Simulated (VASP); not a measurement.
# SnTe: convergence, self-consistent run

SnTe, P1 (no. 1), 2 atoms in the cell. PBE; PAW potentials Te, Sn_d (PBE set). VASP 6.6.1. The atoms are moved at random off their ideal places.

Wanted: energy within 1 meV/atom; forces within 0.005 eV/Å; pressure within 0.1 GPa.

POSCAR:
```
SnTe
1.0
    0.0000000000      3.1508500000      3.1508500000
    3.1508500000      0.0000000000      3.1508500000
    3.1508500000      3.1508500000      0.0000000000
Te Sn
1 1
Direct
    0.5032160000      0.5001440000      0.4959000000
   -0.0045730000      0.0054680000     -0.0011240000
```

## One numerical tag moved

| One numerical tag moved | Energy less reference (meV/atom) | Forces, largest deviation (eV/Å) | Pressure (GPa) | SCF iterations | Time (s) |
|---|---|---|---|---|---|
| default | 0.0 | 0.0000 | 2.23 | 16 | 65 |
| WEIMIN = 0.0 | 0.0 | 0.0000 | 2.23 | 16 | 73 |
| NBLK = 64 | 0.0 | 0.0000 | 2.23 | 16 | 65 |
| NDAV = 8 | 0.0 | 0.0000 | 2.23 | 16 | 58 |
| LMAXPAW = 0 | 0.0 | 0.0000 | 2.23 | 15 | 66 |
| NDAV = 2 | 0.0 | 0.0000 | 2.23 | 16 | 79 |
| EBREAK = 0.0001 | 0.0 | 0.0000 | 2.23 | 16 | 65 |
| LCORR = F | 0.0 | 0.0000 | 2.23 | 16 | 74 |
| EBREAK = 1e-10 | 0.0 | 0.0000 | 2.23 | 15 | 89 |

## Question

For each series: keep the first row unless others stay within half of the tolerance and take at least 30 % less time, and then take the fastest.

## Answer

- one numerical tag moved: default

## The input

INCAR:
```
  PREC = Accurate
  ENCUT = 520
  EDIFF = 1E-7
  ISMEAR = 0
  SIGMA = 0.02
  LREAL = F
  LASPH = T
  ALGO = Normal
  NELM = 100
  ISIF = 2
  LWAVE = F
  LCHARG = F
```

KPOINTS:
```
k-points
0
Gamma
  6 6 6
```

Commands:
```
cat potpaw_PBE.64/Te/POTCAR potpaw_PBE.64/Sn_d/POTCAR > POTCAR
mpirun -np 1 vasp_std > vasp.out
```

The chosen input took VASP 6.6.1 65 s on 1 core (Intel Xeon Platinum 8488C (Sapphire Rapids)), a shared host.
